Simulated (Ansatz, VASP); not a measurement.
## Two plane-wave programs on Se

```
CELL_PARAMETERS angstrom
2.82905 0.00000 0.00000
0.00000 2.82905 0.00000
0.00000 0.00000 2.82905
ATOMIC_POSITIONS crystal
Se 0.00000 0.00000 0.00000
```

Alike in both runs: functional PBE; k mesh 15 × 15 × 15; occupations fermi-dirac, width 0.08 eV; no spin polarisation.

Ansatz relaxed the structure, and its values are those at the end. VASP's run is a single point on that final structure, the one shown.

|  | VASP | Ansatz |
| --- | --- | --- |
| version | VASP 6.6.1 | Ansatz 0.2.0 |
| potentials or method | VASP PAW PBE potentials, release 64 (Se) | PAW with Ansatz's default frozen-core files, scalar-relativistic |
| plane-wave cutoff (eV) | 520 | 420 |
| valence electrons in the cell | 6 | 16 |

Ansatz gave:

- pressure (GPa): 0.0

Question: What did VASP give for the same quantities?

Answer: Pressure (GPa): 0.1.

The two sets of potentials don't hold the same shells in valence.
